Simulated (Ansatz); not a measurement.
Runs of Ansatz 0.2.0 on KCl (Sylvite). Symmetry: Fm-3m, No. 225, cubic system. Conventional cell: a = 6.293 Å, b = 6.293 Å, c = 6.293 Å, α = 90.00°, β = 90.00°, γ = 90.00°. K (site symmetry m-3m) has 6 Cl at 3.15 Å as nearest neighbours. Cl (site symmetry m-3m) is surrounded by 6 K at 3.15 Å. 

```csv
task,level,potentials or basis,spin,cell,k mesh,cutoff (eV),smearing,atoms under strain,q mesh,points for each segment of the path,broadening,other keys,mesh quality,gap on the mesh (eV),pressure (GPa)
Born charges and dielectric tensor,LDA,Ansatz PAW,off,as given,7 × 7 × 7,420,fixed,-,-,-,-,-,not flagged,4.74,-
elastic constants,PBE,Ansatz PAW,off,as given,5 × 5 × 5,420,fixed,clamped,-,-,-,-,not flagged,5.19,0.8
electric field gradients,exchange-only PBE,JTH PAW,off,volume scaled by 1.25,7 × 7 × 7,930,fermi-dirac 0.025 eV,-,-,-,-,-,not flagged,4.32,-0.1
relaxation of the atoms,r2SCAN+D4,Ansatz PAW,off,"atoms relaxed from: atoms moved at random, drawn with an rms of 0.15 Å",6 × 6 × 6,500,fixed,-,-,-,-,-,not flagged,5.83,-0.2
electrostatic potential,rPW86-PBE,Ansatz PAW,off,volume scaled by 0.92,7 × 7 × 7,420,fixed,-,-,-,-,-,not flagged,5.33,2.8
single point,r2SCANh+D3(BJ),Ansatz PAW,off,volume scaled by 0.92,4 × 4 × 4,450,cold 0.01 eV,-,-,-,-,basis.ecutwfc = 450 eV,coarse,6.84,(a)
phonons,PBEsol+D4,Ansatz PAW,off,volume scaled by 0.8,8 × 8 × 8,420,fermi-dirac 0.025 eV,-,2 × 2 × 2,8,-,scf.lower_state_search = standard; …,not flagged,(b),-
optical spectrum,SVWN5,Ansatz PAW,"non-collinear, ferromagnetic start",volume scaled by 0.88,7 × 7 × 7,420,fixed,-,-,-,0.05 eV,-,not flagged,(c),-
```

Question: Fill in the values left out.

Answer: (a) 1.2; (b) 5.84; (c) 5.20.

Caveats: some runs use coarse meshes; the PAW data sets come from PBE, with cores solved anew for the run's functional, which leaves a small shift of forces and pressure (some runs); odd divisions of the mesh miss points on the zone boundary, where band edges often lie, so the gap on the mesh can be too wide (some runs); the thresholds are loose for stress (some runs); the dispersion damping was fitted for another functional or another form of the correction (some runs); the cutoff lies under the one recommended for these potentials (some runs); some levels weren't fully converged (some runs); spectra need much finer meshes, so this one isn't converged (some runs).

A k mesh can miss the band edges.
